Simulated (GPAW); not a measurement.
**How the form of the self-energy moves the gap of BN (Qingsongite)**

Aim: compare treatments of exchange, screening and correlation for the gap of BN (Qingsongite).

Method: PBE and many-body steps on it, plane waves, in GPAW 26.7.0.

This is a report of a sequence of runs, with most program output left out.

## (1) Starting point

The structure is cubic, space group F-43m (No. 216). The conventional cell has a = 3.615 Å, b = 3.615 Å, c = 3.615 Å, α = 90.00°, β = 90.00°, γ = 90.00°. Nearest to B lie 4 N at 1.57 Å. Nearest to N lie 4 B at 1.57 Å. Farther neighbours and most contacts between anions are not listed.

As a file:

```cif
data_structure
_symmetry_space_group_name_H-M 'P 1'
_symmetry_Int_Tables_number 1
_cell_length_a 2.5562
_cell_length_b 2.5562
_cell_length_c 2.5562
_cell_angle_alpha 60.000
_cell_angle_beta 60.000
_cell_angle_gamma 60.000
_cell_volume 11.81
loop_
_atom_site_label
_atom_site_type_symbol
_atom_site_fract_x
_atom_site_fract_y
_atom_site_fract_z
_atom_site_occupancy
B1 B 0.00000 0.00000 0.00000 1
N2 N 0.25000 0.25000 0.25000 1
```

The cell and positions come from the Crystallography Open Database and are kept as given unless a step says otherwise.

## (2) Empty states on the mesh, 8×8×8 mesh, 185 bands

This step: GPAW 26.7.0; DFT, PBE, plane waves, PAW.

The sums over transitions need many empty states on a uniform mesh; this step solves for them.

run.py

```python
import json
import numpy as np
from gpaw.mpi import world
from gpaw import GPAW

calc = GPAW('gs.gpw').fixed_density(kpts={'size': (8, 8, 8), 'gamma': True},
    parallel={'domain': 1, 'band': 1},
    txt='nscf.txt')
calc.diagonalize_full_hamiltonian(nbands=185)
calc.write('full.gpw', mode='all')
res = {}
kpts = calc.get_ibz_k_points()
res['kpts'] = kpts
res['eigenvalues'] = [calc.get_eigenvalues(kpt=k) for k in range(len(kpts))]
res['n_electrons'] = calc.get_number_of_electrons()

if world.rank == 0:
    with open('result.json', 'w') as f:
        json.dump(res, f, default=lambda x: x.tolist())
```

Run with:

```sh
mpirun -n 4 gpaw python run.py
```

The job ended after 4.1 s (4 MPI ranks of Intel Xeon Platinum 8488C (Sapphire Rapids), shared host; peak memory 0.7 GiB).

This step gave:

```
gap                                                           : 4.457 eV
k of the valence top                                          : 0, 0, 0
k of the conduction bottom                                    : 0.5, 0.5, 0
least direct gap                                              : 8.828 eV
k points computed                                             : 29
lowest point of the top converged band, above the valence top : 326.8667 eV
```

On this mesh the gap is 4.457 eV.

## (3) G0W0, Godby-Needs plasmon pole

Now the one-shot GW correction: screening in the RPA, then the self-energy of the levels asked for.

This step: G0W0 on PBE, plane waves, PAW.

run.py

```python
import json
import numpy as np
from gpaw.mpi import world
from gpaw.response.g0w0 import G0W0

gw = G0W0('full.gpw',
    filename='gw',
    kpts=[0, 24],
    bands=(2, 6),
    ecut=210,
    nbands=81,
    integrate_gamma='WS',
    ppa=True)
gw.calculate()
res = {mode: {k: v for k, v in r.items() if k != 'sigma_eskwn'}
       for mode, r in gw.all_results.items()}

if world.rank == 0:
    with open('result.json', 'w') as f:
        json.dump(res, f, default=lambda x: x.tolist())
```

Run with:

```sh
mpirun -n 4 gpaw python run.py
```

Run time: 58 s. Hardware: 4 MPI ranks; peak memory 0.95 GiB.

This step gave:

```yaml
g0w0_gap_on_the_points_computed: 6.021 eV
least_direct_g0w0_gap_on_the_computed_points: 11.00 eV
z_at_the_valence_top: 0.8258
z_at_the_conduction_bottom: 0.8543
starting_gap_on_the_mesh: 4.457 eV
k_of_the_valence_top: 0, 0, 0
k_of_the_conduction_bottom: 0.5, 0.5, 0
```

The gap on the mesh goes from 4.46 eV to 6.02 eV, a correction of +1.56 eV.

## (4) One-shot HSE06

This step: one-shot HSE06 levels on PBE orbitals, plane waves, PAW.

run.py

```python
import json
import numpy as np
from gpaw.mpi import world
from gpaw.hybrids.eigenvalues import non_self_consistent_eigenvalues

dft, vxc, vxc_hyb = non_self_consistent_eigenvalues('full.gpw', 'HSE06', 2, 6, kpt_indices=[0, 24])
res = {'dft': dft[0], 'hybrid': (dft - vxc + vxc_hyb)[0]}
if world.rank == 0:
    with open('hybrid.txt', 'w') as f:
        for k, e0, e1 in zip([0, 24], res['dft'], res['hybrid']):
            print(k, ' '.join(f'{x:9.4f}' for x in e0), '|', ' '.join(f'{x:9.4f}' for x in e1), file=f)

if world.rank == 0:
    with open('result.json', 'w') as f:
        json.dump(res, f, default=lambda x: x.tolist())
```

Run with:

```sh
mpirun -n 4 gpaw python run.py
```

Run time: 4.3 s. Hardware: 4 MPI ranks; peak memory 0.73 GiB; 16 s of CPU time.

This step gave:

| Quantity | Value |
| --- | --- |
| starting gap on the mesh | 4.457 eV |
| hybrid gap on the mesh | 5.862 eV |
| least direct hybrid gap on the computed points | 10.60 eV |

## (5) G0W0, extrapolated in the cutoff

This step: G0W0 on PBE, plane waves, PAW.

run.py

```python
import json
import numpy as np
from gpaw.mpi import world
from gpaw.response.g0w0 import G0W0

gw = G0W0('full.gpw',
    filename='gw',
    kpts=[0, 24],
    bands=(2, 6),
    ecut=350.0,
    integrate_gamma='WS',
    ppa=True,
    ecut_extrapolation=True)
gw.calculate()
res = {mode: {k: v for k, v in r.items() if k != 'sigma_eskwn'}
       for mode, r in gw.all_results.items()}

if world.rank == 0:
    with open('result.json', 'w') as f:
        json.dump(res, f, default=lambda x: x.tolist())
```

Run with:

```sh
mpirun -n 4 gpaw python run.py
```

Elapsed: 8 min, on 4 MPI ranks; peak memory 1.1 GiB.

Numbers from this step:

```yaml
quasiparticle_gap_on_the_points_computed: 6.193 eV
least_direct_quasiparticle_gap_on_the_computed_points: 11.16 eV
z_at_the_valence_top: 0.8235
z_at_the_conduction_bottom: 0.8537
starting_gap_on_the_mesh: 4.457 eV
k_of_the_valence_top: 0, 0, 0
k_of_the_conduction_bottom: 0.5, 0.5, 0
gaps_at_the_cutoffs_of_the_extrapolation: 6.095, 6.105, 6.115 eV
```

Against G0W0 in GPAW (8×8×8 mesh, 81 bands, screening to 210 eV, Godby-Needs plasmon pole), the gap moves by +0.172 eV.

## (6) One-shot Hartree-Fock

This step: one-shot Hartree-Fock levels on PBE orbitals, plane waves, PAW.

run.py

```python
import json
import numpy as np
from gpaw.mpi import world
from gpaw.hybrids.eigenvalues import non_self_consistent_eigenvalues

dft, vxc, vxc_hyb = non_self_consistent_eigenvalues('full.gpw', 'EXX', 2, 6, kpt_indices=[0, 24])
res = {'dft': dft[0], 'hybrid': (dft - vxc + vxc_hyb)[0]}
if world.rank == 0:
    with open('hybrid.txt', 'w') as f:
        for k, e0, e1 in zip([0, 24], res['dft'], res['hybrid']):
            print(k, ' '.join(f'{x:9.4f}' for x in e0), '|', ' '.join(f'{x:9.4f}' for x in e1), file=f)

if world.rank == 0:
    with open('result.json', 'w') as f:
        json.dump(res, f, default=lambda x: x.tolist())
```

Run with:

```sh
mpirun -n 4 gpaw python run.py
```

The job ended after 4.5 s (4 MPI ranks; peak memory 0.78 GiB; 17 s of CPU time).

This step gave:

```
starting gap on the mesh                       : 4.457 eV
hybrid gap on the mesh                         : 13.19 eV
least direct hybrid gap on the computed points : 19.04 eV
```

## (7) G0W0, full frequency, Hilbert transform

This step: G0W0 on PBE, plane waves, PAW.

run.py

```python
import json
import numpy as np
from gpaw.mpi import world
from gpaw.response.g0w0 import G0W0

gw = G0W0('full.gpw',
    filename='gw',
    kpts=[0, 24],
    bands=(2, 6),
    ecut=210,
    nbands=81,
    integrate_gamma='WS',
    frequencies={'type': 'nonlinear', 'domega0': 0.1, 'omega2': 15.0},
    eta=0.1,
    nblocksmax=True)
gw.calculate()
res = {mode: {k: v for k, v in r.items() if k != 'sigma_eskwn'}
       for mode, r in gw.all_results.items()}

if world.rank == 0:
    with open('result.json', 'w') as f:
        json.dump(res, f, default=lambda x: x.tolist())
```

Run with:

```sh
mpirun -n 4 gpaw python run.py
```

Wall time 1.8 min (4 MPI ranks); peak memory 1.1 GiB.

This step gave:

```
G0W0 gap on the points computed              : 6.121 eV
least direct G0W0 gap on the computed points : 11.07 eV
starting gap on the mesh                     : 4.457 eV
k of the valence top                         : 0, 0, 0
k of the conduction bottom                   : 0.5, 0.5, 0
```

Against G0W0 in GPAW (8×8×8 mesh, 81 bands, screening to 210 eV, Godby-Needs plasmon pole), the gap moves by +0.100 eV.

## (8) Side by side

Times are wall times on 4 MPI ranks of Intel Xeon Platinum 8488C (Sapphire Rapids), shared host, good to a factor of about two.

| run | mesh | bands | screening cutoff (eV) | DFT gap (eV) | gap on the mesh (eV) | direct (eV) | time |
| --- | --- | --- | --- | --- | --- | --- | --- |
| G0W0, Godby-Needs plasmon pole | 8×8×8 | 81 | 210 | 4.457 | 6.021 | 10.996 | 58 s |
| one-shot HSE06 | 8×8×8 | - | - | 4.457 | 5.862 | 10.596 | 4.3 s |
| G0W0, extrapolated in the cutoff | 8×8×8 | - | 350 | 4.457 | 6.193 | 11.161 | 8 min |
| one-shot Hartree-Fock | 8×8×8 | - | - | 4.457 | 13.189 | 19.038 | 4.5 s |
| G0W0, full frequency, Hilbert transform | 8×8×8 | 81 | 210 | 4.457 | 6.121 | 11.070 | 1.8 min |

## (9) Results

```yaml
g0w0_godby_needs_plasmon_pole: 6.021 eV
one_shot_hse06: 5.862 eV
g0w0_extrapolated_in_the_cutoff: 6.193 eV
one_shot_hartree_fock: 13.189 eV
g0w0_full_frequency_hilbert_transform: 6.121 eV
known_limits: not at the basis limit
```

One-shot HSE06: −0.159 eV against G0W0, Godby-Needs plasmon pole. G0W0, extrapolated in the cutoff: +0.172 eV against G0W0, Godby-Needs plasmon pole, at other bands or cutoff, so not like for like. One-shot Hartree-Fock: +7.168 eV against G0W0, Godby-Needs plasmon pole. G0W0, full frequency, Hilbert transform: +0.100 eV against G0W0, Godby-Needs plasmon pole. Bare exchange alone opens the gap to 13.19 eV; against G0W0, correlation takes back 7.17 eV. One-shot hybrid levels are evaluated on the PBE orbitals. Bands and cutoff are finite, so the gap is not at the basis limit. The miss can reach some tenths of an eV and take either sign; the mesh is an error of its own. These stock PAW sets were not made for GW. In the G0W0 runs levels were corrected at 2 k points alone, so a gap called «on the mesh» is the least over those, and an edge elsewhere would be missed.

[Paths, hosts, dates, memory and timing lines, banners, echoed tables and standing remarks are left out of the program output.]

[Logs are printed without paths, hosts, clocks, repeated set-up lines and the standing remarks that a program may print on its own settings, such as how far it seeks lower states.]

[Runs of the session that timed out or met a known fault of the program may be left out.]

[Hosts, paths, dates, database ids (printed as entryN), source tags and the programs' standing remarks are cut or masked in the printed files.]
